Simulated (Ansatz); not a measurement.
# SiO2: further runs on the relaxed cell

The task here is to estimate one member of a computed series from the others.

Program: Ansatz 0.2.0. Level of theory: DFT LDA, scalar-relativistic, plane waves, PAW. These are calculated values, not measurements.

1 further run of the same task is left out (set aside as unsound or not needed). Runs told in other sessions of the task aren't counted.

**Starting point**

The structure is tetragonal, space group I4/mmm (No. 139). The conventional cell has a = 8.911 Å, b = 8.911 Å, c = 5.215 Å, α = 90.00°, β = 90.00°, γ = 90.00°. Si (site symmetry m2m) has 4 O at 1.60 Å in its first shell of neighbours. O (site symmetry 2/m) is surrounded by 2 Si at 1.60 Å. O (site symmetry m2m) is surrounded by 2 Si at 1.60 Å.

As a file:

```cif
data_structure
_symmetry_space_group_name_H-M 'P 1'
_symmetry_Int_Tables_number 1
_cell_length_a 6.8190
_cell_length_b 6.8190
_cell_length_c 6.8190
_cell_angle_alpha 98.407
_cell_angle_beta 98.407
_cell_angle_gamma 135.039
_cell_volume 207.02
loop_
_atom_site_label
_atom_site_type_symbol
_atom_site_fract_x
_atom_site_fract_y
_atom_site_fract_z
_atom_site_occupancy
Si1 Si 0.17694 0.17694 0.35387 1
Si2 Si 0.82306 0.17694 0.00000 1
Si3 Si 0.17694 0.82306 0.00000 1
Si4 Si 0.82306 0.82306 0.64613 1
O1 O 0.50000 0.50000 0.50000 1
O2 O 0.00000 0.50000 0.00000 1
O3 O 0.50000 0.00000 0.00000 1
O4 O 0.00000 0.00000 0.50000 1
O5 O 0.00000 0.20894 0.20894 1
O6 O 0.79106 0.00000 0.79106 1
O7 O 0.20894 0.00000 0.20894 1
O8 O 0.00000 0.79106 0.79106 1
```

It goes back to an entry of the Materials Project, which need not be the stable form.

It is the result of an earlier relaxation at this level (volume 17.25 Å³/atom; gap on the mesh: 5.35 eV).

Set-up of the first run:

Input file input.yaml:

```yaml
crystal:
  lattice:
    - [-4.4103232849, 4.4103232849, 2.5810234232]
    - [4.4103232849, -4.4103232849, 2.5810234232]
    - [4.4103232849, 4.4103232849, -2.5810234232]
  atoms:
    - { symbol: Si, position: [0.1769371916, 0.1769371916, 0.3538743832] }
    - { symbol: Si, position: [0.8230628084, 0.1769371916, 0.0] }
    - { symbol: Si, position: [0.1769371916, 0.8230628084, 0.0] }
    - { symbol: Si, position: [0.8230628084, 0.8230628084, 0.6461256168] }
    - { symbol: O, position: [0.5, 0.5, 0.5] }
    - { symbol: O, position: [0.0, 0.5, 0.0] }
    - { symbol: O, position: [0.5, 0.0, 0.0] }
    - { symbol: O, position: [0.0, 0.0, 0.5] }
    - { symbol: O, position: [0.0, 0.2089418894, 0.2089418894] }
    - { symbol: O, position: [0.7910581106, 0.0, 0.7910581106] }
    - { symbol: O, position: [0.2089418894, 0.0, 0.2089418894] }
    - { symbol: O, position: [0.0, 0.7910581106, 0.7910581106] }
basis:
  ecutwfc: 420
kpoints:
  mp_grid: { grid: [6, 6, 6] }
hamiltonian:
  xc: lda
scf:
  occupations: { method: gaussian, width: 0.02 }
output:
  forces: true
  stress: true
  eigenvalues: true
relax:
  adjacent_minimum: "off"
  f_tol: 0.01
  max_steps: 30
  cell: { stress_tol: 0.1, fix: [volume] }
```

The run is started by

```
> ansatz run input.yaml --threads 2 --pin off --max-ram 5120MiB --backend cpu --events-out ev --progress --plain --runs-dir out
```

Among the steps run: Point at V/V0 = 0.97; Volume × 1.03; Volume × 0.94; Point at V/V0 = 1.06; Volume × 0.91; Volume × 1.10; Point at V/V0 = 0.88.

One table of the session follows, with a row left open; its other results are not shown here.

It belongs to the step «Energy against volume». 

```
volume (Å³/atom)  energy above the lowest point (meV/atom)  pressure (GPa)  gap on the mesh (eV)
          15.182                                     121.6           19.94                  5.15
          15.699                                      66.3           14.44                  5.28
          16.217                                         ?               ?                     ?
          16.734                                       6.8            4.32                  5.37
          17.252                                       0.0            0.00                  5.35
          17.770                                       6.3           -3.83                  5.28
          18.287                                      24.2           -7.18                  5.18
          18.977                                      63.7          -11.02                  4.98
```

**Question.** Estimate the row for volume (Å³/atom) = 16.217.

Worked estimate for «energy above the lowest point (meV/atom)». A straight line through the neighbours (15.699, 66.3) and (16.734, 6.8) gives 66.3 + (6.8 − 66.3) × (16.217 − 15.699) / (16.734 − 15.699) = 36.5; a parabola fitted to 4 rows on both sides gives 28.4.

**Answer.** energy above the lowest point (meV/atom): 28.4; pressure (GPa): 9.15; gap on the mesh (eV): 5.34. In «energy above the lowest point (meV/atom)» the line misses by +8.1 and the parabola by 0.0.

To keep in mind: The gap on the mesh goes from 5.15 eV at the smallest volume to 4.98 eV at the largest, through a peak of 5.37 eV between.
